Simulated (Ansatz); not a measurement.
# KNbO₃, space group P4mm: the orbital character of the bands

With Ansatz's Python interface.

Typed at the interpreter:
```pycon
>>> from pathlib import Path
>>> import ansatz as az
>>> import pandas as pd
>>> from pymatgen.core import Lattice, Structure
>>> from pymatgen.io.ase import AseAtomsAdaptor
>>> SMEARING = "fixed"
>>> pmg_structure = Structure(
...     Lattice([(3.996, 0.0, 0.0), (0.0, 3.996, 0.0), (0.0, 0.0, 4.063)]),
...     ["K", "Nb", "O", "O", "O"],
...     [
...         (0.0, 0.0, 0.018),
...         (0.5, 0.5, 0.5),
...         (0.5, 0.5, 0.044),
...         (0.5, 0.0, 0.54),
...         (0.0, 0.5, 0.54),
...     ],
... )
>>> xtal = az.Crystal.from_ase(AseAtomsAdaptor.get_atoms(pmg_structure))
>>> points = {"G": (0.0, 0.0, 0.0), "X": (0.0, 0.5, 0.0), "M": (0.5, 0.5, 0.0), "Z": (0.0, 0.0, 0.5), "R": (0.0, 0.5, 0.5)}
>>> calc = (
...     xtal.calculation()
...     .functional(az.Functional.PBESOL)
...     .kpoints(4)
...     .occupations(SMEARING)
...     .band_structure(list(points.values()), intervals=1)
...     .fat_bands()
... )
>>> def show(event):
...     row = event["data"]
...     if event["event"] == "scf_iter" and row.get("harris_foulkes_ev") is not None:
...         print(f"  iteration {row['iter']:3d}  Harris-Foulkes {row['harris_foulkes_ev']:.5f} eV  residual {row['dr2_ev']:.2e}")
...
>>> res = calc.session().plan().execute(on_event=show)
DeckWarning: basis.ecutwfc = 420 eV, auto-derived from the records' recommended cutoffs: set by K (normal level)
  iteration   1  Harris-Foulkes -7699.34124 eV  residual 1.57e-01
  iteration   2  Harris-Foulkes -7699.31092 eV  residual 2.14e-02
  iteration   3  Harris-Foulkes -7699.30685 eV  residual 1.64e-03
  iteration   4  Harris-Foulkes -7699.30662 eV  residual 7.83e-05
  iteration   5  Harris-Foulkes -7699.30665 eV  residual 7.19e-05
  iteration   6  Harris-Foulkes -7699.30663 eV  residual 2.23e-06
  iteration   7  Harris-Foulkes -7699.30664 eV  residual 2.18e-07
  iteration   8  Harris-Foulkes -7699.30664 eV  residual 6.57e-09
>>> data = res.report
>>> type(res).__name__, type(data).__name__
('RunOutcome', 'dict')
>>> file = Path(res.write_results("results")) / "fatbands.tsv"
>>> names = file.read_text().splitlines()[0].lstrip("# ").split("\t")
>>> table = pd.read_csv(file, sep="\t", comment="#", names=names)
>>> near = table[table.e_minus_ef.abs() < 4]
>>> for ik, label in enumerate(points):
...     print(label)
...     for _, row in near[near.ik == ik].iterrows():
...         main = row[names[4:]].astype(float).nlargest(2)
...         print(f"   band {int(row.band):3d} {row.e_minus_ef:7.3f} eV  " + ", ".join(f"{k} {v:.2f}" for k, v in main.items()))
...
G
   band  11  -2.319 eV  o2_l1_2P 0.49, o3_l1_2P 0.22
   band  12  -2.310 eV  o4_l1_2P 0.38, o3_l1_2P 0.34
   band  13  -2.310 eV  o3_l1_2P 0.38, o4_l1_2P 0.34
   band  14  -1.622 eV  o2_l1_2P 0.68, nb1_l2_4D 0.15
   band  15  -1.622 eV  o2_l1_2P 0.68, nb1_l2_4D 0.15
   band  16  -1.191 eV  o3_l1_2P 0.48, o4_l1_2P 0.48
   band  17  -1.060 eV  o2_l1_2P 0.43, o3_l1_2P 0.24
   band  18  -0.859 eV  o4_l1_2P 0.56, o3_l1_2P 0.40
   band  19  -0.859 eV  o3_l1_2P 0.56, o4_l1_2P 0.40
   band  20   1.527 eV  nb1_l2_4D 0.99, k0_l0_3S 0.00
   band  21   2.195 eV  nb1_l2_4D 0.82, o2_l1_2P 0.09
   band  22   2.195 eV  nb1_l2_4D 0.82, o2_l1_2P 0.09
X
   band  12  -2.815 eV  o3_l1_2P 0.39, nb1_l2_4D 0.29
   band  13  -2.594 eV  o3_l1_2P 0.65, nb1_l2_4D 0.33
   band  14  -2.251 eV  o2_l1_2P 0.62, o4_l1_2P 0.33
   band  15  -2.218 eV  o4_l1_2P 0.47, o2_l1_2P 0.47
   band  16  -2.128 eV  o4_l1_2P 0.36, o2_l1_2P 0.29
   band  17  -1.622 eV  o4_l1_2P 0.54, o2_l1_2P 0.33
   band  18  -1.537 eV  o4_l1_2P 0.54, o2_l1_2P 0.28
   band  19  -1.174 eV  o4_l1_2P 0.47, o2_l1_2P 0.45
   band  20   2.290 eV  nb1_l2_4D 0.83, o4_l1_2P 0.08
M
   band  14  -2.977 eV  nb1_l2_4D 0.34, o4_l1_2P 0.31
   band  15  -2.977 eV  nb1_l2_4D 0.34, o3_l1_2P 0.31
   band  16  -1.634 eV  o2_l1_2P 0.92, nb1_l1_4P 0.03
   band  17  -1.604 eV  o2_l1_2P 0.82, o3_l1_2P 0.08
   band  18  -1.604 eV  o2_l1_2P 0.82, o4_l1_2P 0.08
   band  19  -0.034 eV  o3_l1_2P 0.50, o4_l1_2P 0.50
Z
   band  12  -2.964 eV  o2_l1_2P 0.48, nb1_l2_4D 0.30
   band  13  -2.964 eV  o2_l1_2P 0.48, nb1_l2_4D 0.30
   band  14  -2.092 eV  o3_l1_2P 0.40, o4_l1_2P 0.40
   band  15  -2.075 eV  o4_l1_2P 0.39, o3_l1_2P 0.38
   band  16  -2.075 eV  o3_l1_2P 0.39, o4_l1_2P 0.38
   band  17  -1.613 eV  o3_l1_2P 0.47, o4_l1_2P 0.47
   band  18  -0.844 eV  o4_l1_2P 0.48, o3_l1_2P 0.46
   band  19  -0.844 eV  o3_l1_2P 0.48, o4_l1_2P 0.46
   band  20   1.636 eV  nb1_l2_4D 1.00, k0_l0_3S 0.00
R
   band  14  -3.154 eV  o2_l1_2P 0.59, nb1_l2_4D 0.33
   band  15  -2.847 eV  o3_l1_2P 0.66, nb1_l2_4D 0.34
   band  16  -1.477 eV  o4_l1_2P 0.93, k0_l1_3P 0.02
   band  17  -1.475 eV  o4_l1_2P 0.85, o2_l1_2P 0.10
   band  18  -1.472 eV  o4_l1_2P 0.96, k0_l1_3P 0.02
   band  19  -0.243 eV  o3_l1_2P 0.52, o2_l1_2P 0.47
```

Reading the output:
- Total energies depend on the potentials; only differences at equal settings carry meaning. A total without «per atom» is that of the cell as typed.
- No spin polarisation was allowed.
- The computed bands are complete only to about 5.6 eV above the Fermi level.
- Under fixed occupations the level called the Fermi level is the highest filled one on the SCF mesh; off the mesh a filled band can lie a little above it.
- The structure is a deposited one; some such entries were measured under pressure or heat, so a shift against it needn't be the functional's error alone.
- Gaps and levels are Kohn-Sham values on a finite set of k-points, without spin-orbit coupling.
- Warnings are shown shortened and without file and line.
- Energies are less the Fermi level and bands count from 0. Only the largest channels are printed, equivalent atoms hold more, and in degenerate sets the split between sites is arbitrary; shells that the potentials lack have no channel.
- Timing: 5.6 s on 1 thread of Arm Neoverse V1, with other jobs on the host, peak memory 0.47 GiB.

(Lines on the test bed's own set-up are left out of the output.)
